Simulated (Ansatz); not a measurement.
The cell is an 8-atom cell of ZnCu2SnS4 from a published structure; cell and atoms were relaxed with r2SCAN. It is tetragonal, I-4 (No. 82); conventional cell a = 5.414 Å, c = 10.822 Å, 19.83 Å³ an atom. Zn has 4 S at 2.34 Å; Cu has 4 S at 2.30 Å; Sn has 4 S at 2.44 Å; S has 2 Cu at 2.30 Å and 1 Zn at 2.34 Å and 1 Sn at 2.44 Å.

```cif
data_structure
_symmetry_space_group_name_H-M 'P 1'
_symmetry_Int_Tables_number 1
_cell_length_a 6.6284
_cell_length_b 6.6284
_cell_length_c 6.6284
_cell_angle_alpha 131.792
_cell_angle_beta 131.792
_cell_angle_gamma 70.558
_cell_volume 158.61
loop_
_atom_site_label
_atom_site_type_symbol
_atom_site_fract_x
_atom_site_fract_y
_atom_site_fract_z
_atom_site_occupancy
Zn1 Zn 0.25000 0.75000 0.50000 1
Cu1 Cu 0.00000 0.00000 0.00000 1
Cu2 Cu 0.75000 0.25000 0.50000 1
Sn1 Sn 0.50000 0.50000 0.00000 1
S1 S 0.37130 0.89343 0.00646 1
S2 S 0.10657 0.11304 0.47788 1
S3 S 0.88696 0.36484 0.99354 1
S4 S 0.63516 0.62870 0.52212 1
```

The questions ask for values computed with the PAW code Ansatz on this geometry. No magnetic order; the structure comes from an open crystallographic database, the properties from the calculation.

(1) What gap does r2SCAN give, and where are the band edges?

(2) Estimate the gap with PBE on 6×6×6.

(3) What does PBE+SOC give for the gap (6×6×6 mesh)?

(4) Estimate the gap with PBE0 on 4×4×4.

Results:

(1) The r2SCAN gap is direct at Γ: 0.47 eV.

(2) The PBE gap is direct at Γ: 0.18 eV. The gap differs by -0.29 eV from r2SCAN's.

(3) PBE+SOC gives a direct gap of 0.18 eV at Γ. Spin-orbit coupling itself accounts for -0.01 eV. The gap differs by -0.29 eV from r2SCAN's.

(4) PBE0 gives a direct gap of 1.97 eV at Γ. The gap differs by +1.50 eV from r2SCAN's.

Only the levels marked +SOC include spin-orbit coupling.

The meshes of the hybrids are coarse, so their gaps aren't converged to the digits shown.
